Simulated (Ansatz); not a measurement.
# CO2: the cost of one run

Computed with Ansatz 0.2.0 (DFT PBE, scalar-relativistic, plane waves, PAW, unless a step's input says otherwise).

4 further runs of the same task are left out: 1 that didn't finish, 3 set aside as unsound or not needed. Runs told in other sessions of the task aren't counted.

**1. The structure to begin with**

The structure is orthorhombic, space group Ima2 (No. 46). Conventional cell: a = 9.910 Å, b = 8.633 Å, c = 5.161 Å, α = 90.00°, β = 90.00°, γ = 90.00°. Around Si (site symmetry 1) lie 4 O at 1.61 to 1.63 Å. O (site symmetry 1) is surrounded by 2 Si at 1.63 Å. O (site symmetry 2) has 2 Si at 1.61 Å in its first shell of neighbours. O (site symmetry m) is surrounded by 2 Si at 1.63 Å.

As a file:

```cif
data_structure
_symmetry_space_group_name_H-M 'P 1'
_symmetry_Int_Tables_number 1
_cell_length_a 7.0600
_cell_length_b 7.0600
_cell_length_c 7.0600
_cell_angle_alpha 90.849
_cell_angle_beta 104.617
_cell_angle_gamma 137.124
_cell_volume 220.77
loop_
_atom_site_label
_atom_site_type_symbol
_atom_site_fract_x
_atom_site_fract_y
_atom_site_fract_z
_atom_site_occupancy
Si1 Si 0.85006 0.59237 0.44174 1
Si2 Si 0.15063 0.40832 0.55826 1
Si3 Si 0.85006 0.90832 0.75769 1
Si4 Si 0.15063 0.09237 0.24231 1
O1 O 0.92671 0.76980 0.27319 1
O2 O 0.05922 0.05922 0.00000 1
O3 O 0.49660 0.26980 0.34309 1
O4 O 0.49660 0.65352 0.72681 1
O5 O 0.12178 0.27220 0.34959 1
O6 O 0.92261 0.77220 0.65041 1
O7 O 0.05922 0.55922 0.50000 1
O8 O 0.92671 0.15352 0.65691 1
```

It goes back to an entry of the Materials Project, which need not be the stable form.

It is the result of an earlier relaxation at this level (volume 18.40 Å³/atom; gap on the mesh: 5.62 eV).

**2. Swap Si → C**

CO2 starts from the relaxed positions of SiO2, with all lengths scaled by 0.911, a guess from tabulated radii.

**3. Probe: one point at the start (CO2)**

Contents of input.yaml:

```yaml
crystal:
  lattice:
    - [-4.5137437563, 3.9321225458, 2.3505936967]
    - [4.5137437563, -3.9321225458, 2.3505936967]
    - [4.5137437563, 3.9321225458, -2.3505936967]
  atoms:
    - { symbol: C, position: [0.8500618289, 0.592368792, 0.4417377008] }
    - { symbol: C, position: [0.1506310912, 0.4083241281, 0.5582622992] }
    - { symbol: C, position: [0.8500618289, 0.9083241281, 0.7576930369] }
    - { symbol: C, position: [0.1506310912, 0.092368792, 0.2423069631] }
    - { symbol: O, position: [0.9267102504, 0.7697968683, 0.2731946246] }
    - { symbol: O, position: [0.0592156538, 0.0592156538, 0.0] }
    - { symbol: O, position: [0.4966022437, 0.2697968683, 0.3430866179] }
    - { symbol: O, position: [0.4966022437, 0.6535156257, 0.7268053754] }
    - { symbol: O, position: [0.1217836508, 0.272197912, 0.3495857389] }
    - { symbol: O, position: [0.9226121731, 0.772197912, 0.6504142611] }
    - { symbol: O, position: [0.0592156538, 0.5592156538, 0.5] }
    - { symbol: O, position: [0.9267102504, 0.1535156257, 0.6569133821] }
basis:
  ecutwfc: 420
kpoints:
  mp_grid: { grid: [4, 4, 4] }
hamiltonian:
  xc: pbe
scf:
  occupations: { method: gaussian, width: 0.1 }
output:
  forces: true
  stress: true
  eigenvalues: true
```

Launch:

```bash
ansatz run input.yaml --threads 2 --pin off --max-ram 5120MiB --backend cpu --events-out ev --progress --plain --runs-dir out
```

What time and memory should one allow on 2 threads of Arm Neoverse V2, shared host?

About 4.7 s, with a peak of 0.41 GiB.
